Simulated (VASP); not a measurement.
# GaSb (F-43m) in VASP: a series of runs

Aim: see how the results for GaSb move with the level of theory and the settings. Levels: r2SCAN, PBEsol, HSE06. Tasks: single point.

Program: VASP 6.6.1. These are calculated values, not measurements. Logs are shortened: lines on timing, memory, paths and dates and some standing lists are left out, and cuts for length are marked.

### 1 Starting point

Symmetry: F-43m, No. 216, cubic system. Conventional cell: a = 6.118 Å, b = 6.118 Å, c = 6.118 Å, α = 90.00°, β = 90.00°, γ = 90.00°. Ga (site symmetry -43m) is surrounded by 4 Sb at 2.65 Å. Around Sb (site symmetry -43m) lie 4 Ga at 2.65 Å.

### 2 Single point, r2SCAN

The input, INCAR:

```
ALGO = Normal
EDIFF = 1E-7
ENCUT = 520
ISIF = 2
ISMEAR = -1
KPAR = 4
LASPH = T
LCHARG = F
LMIXTAU = T
LREAL = F
LWAVE = F
METAGGA = R2SCAN
NBANDS = 16
NELM = 80
PREC = Accurate
SIGMA = 0.05
```

The input, KPOINTS:

```
k-points
0
Gamma
  9 9 9
```

The input, POSCAR:

```
GaSb
1.0
    0.0000000000      3.0590000000      3.0590000000
    3.0590000000      0.0000000000      3.0590000000
    3.0590000000      3.0590000000      0.0000000000
Ga Sb
1 1
Direct
    0.0000000000      0.0000000000      0.0000000000
    0.2500000000      0.2500000000      0.2500000000
```

Potentials or basis: VASP PAW PBE potentials, release 64 (Ga_d, Sb).

The run is started by

```console
cat potpaw_PBE.64/Ga_d/POTCAR potpaw_PBE.64/Sb/POTCAR > POTCAR
mpirun -np 4 vasp_std > vasp.out
```

OUTCAR:

```text
EDIFF = 1E-7
   ENCUT = 520
   ISIF = 2
   ISMEAR = -1
   LASPH = T
   LREAL = F
   METAGGA = R2SCAN
   NELM = 80
   PREC = Accurate

 ion  position               nearest neighbor table
   1  0.000  0.000  0.000-   2 2.65   2 2.65   2 2.65   2 2.65
   2  0.250  0.250  0.250-   1 2.65   1 2.65   1 2.65   1 2.65

  LATTYP: Found a face centered cubic cell.
 ALAT       =     6.1180000000

  Lattice vectors:

 A1 = (   0.0000000000,   3.0590000000,   3.0590000000)
 A2 = (   3.0590000000,   0.0000000000,   3.0590000000)
 A3 = (   3.0590000000,   3.0590000000,   0.0000000000)

Analysis of symmetry for initial positions (statically):
=====================================================================
 Subroutine PRICEL returns:
 Original cell was already a primitive cell.

 Routine SETGRP: Setting up the symmetry group for a
 face centered cubic supercell.

 Subroutine GETGRP returns: Found 24 space group operations
 (whereof 24 operations were pure point group operations)
 out of a pool of 48 trial point group operations.

The static configuration has the point symmetry T_d .

Analysis of symmetry for dynamics (positions and initial velocities):
=====================================================================
 Subroutine PRICEL returns:
 Original cell was already a primitive cell.

 Routine SETGRP: Setting up the symmetry group for a
 face centered cubic supercell.

 Subroutine GETGRP returns: Found 24 space group operations
 (whereof 24 operations were pure point group operations)
 out of a pool of 48 trial point group operations.

The dynamic configuration has the point symmetry T_d .

 Subroutine INISYM returns: Found 24 space group operations
 (whereof 24 operations are pure point group operations),
 and found     1 'primitive' translations

----------------------------------------------------------------------------------------

                                     Primitive cell

  volume of cell :      57.2491

  direct lattice vectors                    reciprocal lattice vectors
     0.000000000  3.059000000  3.059000000    -0.163452109  0.163452109  0.163452109
     3.059000000  0.000000000  3.059000000     0.163452109 -0.163452109  0.163452109
     3.059000000  3.059000000  0.000000000     0.163452109  0.163452109 -0.163452109

  length of vectors
     4.326079287  4.326079287  4.326079287     0.283107357  0.283107357  0.283107357

  position of ions in fractional coordinates (direct lattice)
     0.000000000  0.000000000  0.000000000
     0.250000000  0.250000000  0.250000000
[... 77 lines left out ...]
   EDIFF  = 0.1E-06   stopping-criterion for ELM
   LREAL  =      F    real-space projection
   EDIFFG = 0.1E-05   stopping-criterion for IOM
   NSW    =      0    number of steps for IOM
   IBRION =     -1    ionic relax: 0-MD 1-quasi-New 2-CG
   NFREE  =      0    steps in history (QN), initial steepest desc. (CG)
   ISIF   =      2    stress and relaxation
   ISYM   =      2    0-nonsym 1-usesym 2-fastsym
   POTIM  = 0.5000    time-step for ionic-motion
   TEBEG  =    0.0;   TEEND  =   0.0 temperature during run
   PSTRESS=    0.0 pullay stress
   NELECT =      18.0000    total number of electrons
   NUPDOWN=      -1.0000    fix difference up-down
   EMIN   =  10.00;   EMAX   =-10.00  energy-range for DOS
   EFERMI =   0.00;   METHOD = LEGACY
   ISMEAR =    -1;   SIGMA  =   0.05  broadening in eV -4-tet -1-fermi 0-gaus
   EFERMI_NEDOS =   21; number of points for ismear=-14 and -15
   IALGO  =     38    algorithm
   IMIX   =      4    mixing-type and parameters
     AMIX     =   0.40;   BMIX     =  1.00
     AMIX_MAG =   1.60;   BMIX_MAG =  1.00
  volume/ion in A,a.u.               =      28.62       193.17
  Fermi-wavevector in a.u.,A,eV,Ry     =   1.113208  2.103657 16.860766  1.239231
  Thomas-Fermi vector in A             =   2.249790
   LORBIT       =      0    0 simple, 1 ext, 2 COOP (PROOUT), +10 PAW based schemes
   METAGGA = R2SCAN    functional components
   LHFCALC =     F    Hartree Fock is set to
   AEXX    =    0.0000 exact exchange contribution
   IVDW    =     0    specifies the selected vdW correction
   LEPSILON=     F    determine dielectric tensor
   LRPA    =     F    only Hartree local field effects (RPA)
 non-spin polarized calculation
  energy-cutoff  :      520.00
  volume of cell :       57.25
 maximum number of plane-waves:      1558
   NGX = 17   NGY = 17   NGZ = 17

 number of electron      17.9999986 magnetization

 Free energy of the ion-electron system (eV)
  ---------------------------------------------------
  ext. energy  EPLUGINS =         0.00000000
  ---------------------------------------------------
  free energy    TOTEN  =       -37.60285011 eV

  energy without entropy =      -37.60281726  energy(sigma->0) =      -37.60283368

 E-fermi :   4.9389     XC(G=0):  -9.7217

 val. band max:        4.6852180742   @ k =   0.0000   0.0000   0.0000
 cond. band min:       5.1346716795   @ k =   0.0000   0.0000   0.0000
 fundamental gap:      0.4494536052
 Fermi energy:         4.9389195724

 k-point     1 :       0.0000    0.0000    0.0000
  band No.  band energies     occupation
      1     -10.8117      2.00000
      2     -10.8117      2.00000
      3     -10.8117      2.00000
      4     -10.7547      2.00000
      5     -10.7547      2.00000
      6      -7.2469      2.00000
[... 433 lines left out ...]
      3     -10.7856      2.00000
      4     -10.7671      2.00000
      5     -10.7502      2.00000
      6      -4.8325      2.00000
[... 8 lines left out ...]
     15      16.3546      0.00000
     16      16.5635      0.00000

 [... further k-points ...]

------------------------ aborting loop because EDIFF is reached ----------------------------------------

  FORCE on cell =-STRESS in cart. coord.  units (eV):
  Direction    XX          YY          ZZ          XY          YZ          ZX
  --------------------------------------------------------------------------------------
  -------------------------------------------------------------------------------------
  Total        0.1712106      0.1712106      0.1712106      0.0000000      0.0000000     -0.0000000
  in kB        4.7915154      4.7915154      4.7915154      0.0000000      0.0000000     -0.0000000
  external PRESSURE =       4.7915154 kB  Pullay stress =       0.0000000 kB

 VOLUME and BASIS-vectors are now :
 -----------------------------------------------------------------------------
  energy-cutoff  :      520.00
  volume of cell :       57.25
      direct lattice vectors                 reciprocal lattice vectors
     0.000000000  3.059000000  3.059000000    -0.163452109  0.163452109  0.163452109
     3.059000000  0.000000000  3.059000000     0.163452109 -0.163452109  0.163452109
     3.059000000  3.059000000  0.000000000     0.163452109  0.163452109 -0.163452109

 POSITION                                       TOTAL-FORCE (eV/Angst)
 -----------------------------------------------------------------------------------
      0.00000      0.00000      0.00000         0.000000      0.000000      0.000000
      1.52950      1.52950      1.52950        -0.000000     -0.000000     -0.000000
 -----------------------------------------------------------------------------------
    total drift:                               -0.000002     -0.000002     -0.000002

  FREE ENERGIE OF THE ION-ELECTRON SYSTEM (eV)
  ---------------------------------------------------
  free  energy   TOTEN  =       -37.6028501070 eV

  energy  without entropy=      -37.6028172616  energy(sigma->0) =      -37.60283368
```

OSZICAR:

```text
N       E                     dE             d eps       ncg     rms          rms(c)
DAV:   1     0.553834037595E+02    0.55383E+02   -0.88616E+03  1136   0.141E+03
DAV:   2    -0.323475042136E+02   -0.87731E+02   -0.84290E+02  1344   0.321E+02
DAV:   3    -0.393071186960E+02   -0.69596E+01   -0.69458E+01  1344   0.692E+01
[... 12 lines left out ...]
DAV:  16    -0.376028480684E+02   -0.71739E-04   -0.61330E-05  1152   0.578E-02    0.160E-03
DAV:  17    -0.376028482704E+02   -0.20198E-06   -0.18749E-06  1552   0.155E-02    0.134E-03
DAV:  18    -0.376028494986E+02   -0.12282E-05   -0.45966E-07  1152   0.804E-03    0.390E-04
DAV:  19    -0.376028500675E+02   -0.56895E-06   -0.18094E-07  1176   0.377E-03    0.324E-04
DAV:  20    -0.376028501070E+02   -0.39542E-07   -0.26438E-08  1000   0.161E-03
   1 F= -.37602850E+02 E0= -.37602834E+02  d E =-.328454E-04
```

It took 22 s on 4 MPI ranks of Intel Xeon Platinum 8559C (Emerald Rapids), shared host; peak memory 0.2 GiB.

Results:

```
Free energy            : -37.6029 eV
Pressure               : 0.5 GPa
Band gap on the k mesh : 0.45 eV, direct
```

Caveat: the PAW data sets were made with another functional, which shifts forces and pressure a little; spin-orbit coupling is left out, which moves the levels of the heavy elements; an odd mesh through Γ misses points on the zone boundary, where band edges often lie.

### 3 Single point, PBEsol, spin-orbit coupling, no magnetisation

The input, INCAR:

```
ALGO = Fast
EDIFF = 1E-7
ENCUT = 520
GGA = PS
GGA_COMPAT = F
ISIF = 2
ISMEAR = -1
KPAR = 4
LASPH = T
LCHARG = F
LORBIT = 11
LREAL = F
LSORBIT = T
LWAVE = F
MAGMOM = 0 0 0 0 0 0
NBANDS = 30
NELM = 80
PREC = Accurate
SIGMA = 0.05
```

KPOINTS is that of step 2.

POSCAR is that of step 2.

Potentials or basis: VASP PAW PBE potentials, release 64 (Ga_d, Sb).

The run is started by

```console
cat potpaw_PBE.64/Ga_d/POTCAR potpaw_PBE.64/Sb/POTCAR > POTCAR
mpirun -np 4 vasp_ncl > vasp.out
```

Run time: 38 s. Hardware: 4 MPI ranks of Intel Xeon Platinum 8559C (Emerald Rapids), shared host; peak memory 0.4 GiB.

It converged, with:

* Free energy: -8.2195 eV
* Pressure: 0.0 GPa
* Valence electrons inside the program's atomic spheres: Ga 11.64; Sb 2.50

Caveat: the PAW data sets were made with another functional, which shifts forces and pressure a little.

### 4 Single point, HSE06

POSCAR is that of step 3.

The input, INCAR.step1:

```
ALGO = Normal
EDIFF = 1E-5
ENCUT = 520
GGA = PE
ISIF = 2
ISMEAR = -1
KPAR = 4
LASPH = T
LCHARG = F
LREAL = F
LWAVE = T
NBANDS = 16
NELM = 80
PREC = Accurate
SIGMA = 0.05
```

The input, INCAR.step2:

```
ALGO = Normal
EDIFF = 1E-7
ENCUT = 520
GGA = PE
HFSCREEN = 0.2
ISIF = 2
ISMEAR = -1
ISTART = 1
KPAR = 4
LASPH = T
LCHARG = F
LHFCALC = T
LREAL = F
LWAVE = F
NBANDS = 16
NELM = 80
PREC = Accurate
PRECFOCK = Normal
SIGMA = 0.05
```

The input, KPOINTS:

```
k-points
0
Gamma
  5 5 5
```

Potentials or basis: VASP PAW PBE potentials, release 64 (Ga_d, Sb).

The run is started by

```console
cat potpaw_PBE.64/Ga_d/POTCAR potpaw_PBE.64/Sb/POTCAR > POTCAR
cp INCAR.step1 INCAR
mpirun -np 4 vasp_std > vasp.out
cp INCAR.step2 INCAR
mpirun -np 4 vasp_std > vasp.out
```

OUTCAR:

```text
EDIFF = 1E-7
   ENCUT = 520
   GGA = PE
   HFSCREEN = 0.2
   ISIF = 2
   ISMEAR = -1
   ISTART = 1
   LASPH = T
   LHFCALC = T
   LREAL = F
   NELM = 80
   PREC = Accurate
   PRECFOCK = Normal

 ion  position               nearest neighbor table
   1  0.000  0.000  0.000-   2 2.65   2 2.65   2 2.65   2 2.65
   2  0.250  0.250  0.250-   1 2.65   1 2.65   1 2.65   1 2.65

  LATTYP: Found a face centered cubic cell.
[... 370 lines left out ...]
     16      17.4328      0.00000

------------------------ aborting loop because EDIFF is reached ----------------------------------------

  FORCE on cell =-STRESS in cart. coord.  units (eV):
  Direction    XX          YY          ZZ          XY          YZ          ZX
  --------------------------------------------------------------------------------------
  -------------------------------------------------------------------------------------
  Total        0.0230230      0.0230230      0.0230230      0.0000000      0.0000000     -0.0000000
  in kB        0.6443241      0.6443241      0.6443241      0.0000000      0.0000000     -0.0000000
  external PRESSURE =       0.6443241 kB  Pullay stress =       0.0000000 kB

 VOLUME and BASIS-vectors are now :
 -----------------------------------------------------------------------------
  energy-cutoff  :      520.00
  volume of cell :       57.25
      direct lattice vectors                 reciprocal lattice vectors
     0.000000000  3.059000000  3.059000000    -0.163452109  0.163452109  0.163452109
     3.059000000  0.000000000  3.059000000     0.163452109 -0.163452109  0.163452109
     3.059000000  3.059000000  0.000000000     0.163452109  0.163452109 -0.163452109

 POSITION                                       TOTAL-FORCE (eV/Angst)
 -----------------------------------------------------------------------------------
      0.00000      0.00000      0.00000        -0.000000      0.000000      0.000000
      1.52950      1.52950      1.52950         0.000000     -0.000000     -0.000000
 -----------------------------------------------------------------------------------
    total drift:                                0.000016      0.000001      0.000006

  FREE ENERGIE OF THE ION-ELECTRON SYSTEM (eV)
  ---------------------------------------------------
  free  energy   TOTEN  =        -8.9183429078 eV

  energy  without entropy=       -8.9183386445  energy(sigma->0) =       -8.91834078
```

OSZICAR.step1:

```text
N       E                     dE             d eps       ncg     rms          rms(c)
DAV:   1     0.801617252030E+02    0.80162E+02   -0.86454E+03   320   0.134E+03
DAV:   2    -0.121294913405E+01   -0.81375E+02   -0.77479E+02   376   0.286E+02
DAV:   3    -0.722265270532E+01   -0.60097E+01   -0.59956E+01   360   0.640E+01
DAV:   4    -0.733544553893E+01   -0.11279E+00   -0.11276E+00   432   0.995E+00
DAV:   5    -0.733814972137E+01   -0.27042E-02   -0.27042E-02   376   0.133E+00    0.321E+00
DAV:   6    -0.729116818634E+01    0.46982E-01   -0.67319E-02   496   0.399E+00    0.194E+00
DAV:   7    -0.727736804763E+01    0.13800E-01   -0.40203E-02   336   0.156E+00    0.365E-01
DAV:   8    -0.727857202890E+01   -0.12040E-02   -0.46175E-03   408   0.745E-01    0.870E-02
DAV:   9    -0.727914375460E+01   -0.57173E-03   -0.80338E-04   352   0.210E-01    0.348E-02
DAV:  10    -0.727916717703E+01   -0.23422E-04   -0.37813E-05   432   0.397E-02    0.983E-03
DAV:  11    -0.727919294562E+01   -0.25769E-04   -0.36186E-05   336   0.396E-02    0.686E-03
DAV:  12    -0.727919360920E+01   -0.66358E-06   -0.12512E-06   296   0.894E-03
   1 F= -.72791936E+01 E0= -.72782976E+01  d E =-.179205E-02
```

Run time: 6.6 min. Hardware: 4 MPI ranks of Intel Xeon Platinum 8559C (Emerald Rapids), shared host; peak memory 0.28 GiB.

What came out:

| Quantity | Value |
| --- | --- |
| Free energy | -8.9183 eV |
| Pressure | 0.1 GPa |
| Band gap on the k mesh | 0.88 eV, direct |

Levels at points of the mesh, in eV from the valence-band top:
| k point | band 7 | band 8 | band 9 | band 10 | band 11 | band 12 |
| --- | --- | --- | --- | --- | --- | --- |
| (0.00, 0.00, 0.00) | 0.00 | 0.00 | 0.00 | 0.88 | 3.50 | 3.50 |

Caveat: the PAW data sets were made with another functional, which shifts forces and pressure a little; spin-orbit coupling is left out, which moves the levels of the heavy elements; an odd mesh through Γ misses points on the zone boundary, where band edges often lie.

### 5 The runs side by side

```csv
level,spin,k mesh,grid for exact exchange (PRECFOCK),screening parameter,gap on the mesh (eV),pressure (GPa)
r2SCAN,off,9 × 9 × 9,-,-,0.45,0.5
PBEsol,"SOC, no magnetisation",9 × 9 × 9,-,-,-,0.0
HSE06,off,5 × 5 × 5,Normal,0.2 1/A,0.88,0.1
```

Alike in all rows: task single point; potentials or basis VASP PAW PBE potentials, release 64 (Ga_d, Sb); cell as given; cutoff (eV) 520; smearing fermi-dirac 0.05 eV.

The pressure there spans 0.0 GPa (PBEsol) to 0.5 GPa (r2SCAN); a positive pressure means that this level wants a larger cell, a negative one a smaller.

Caveats: the PAW data sets were made with another functional, which shifts forces and pressure a little; spin-orbit coupling is left out, which moves the levels of the heavy elements (some runs); an odd mesh through Γ misses points on the zone boundary, where band edges often lie (some runs).

Total energies depend on the potentials used, so only differences within one code and one set of settings carry meaning.

### 6 Comparison with measurements

Step 2. The gap isn't set beside the deposited one, since this odd mesh misses points on the zone boundary.

Step 4. The gap isn't set beside the deposited one, since this odd mesh misses points on the zone boundary.
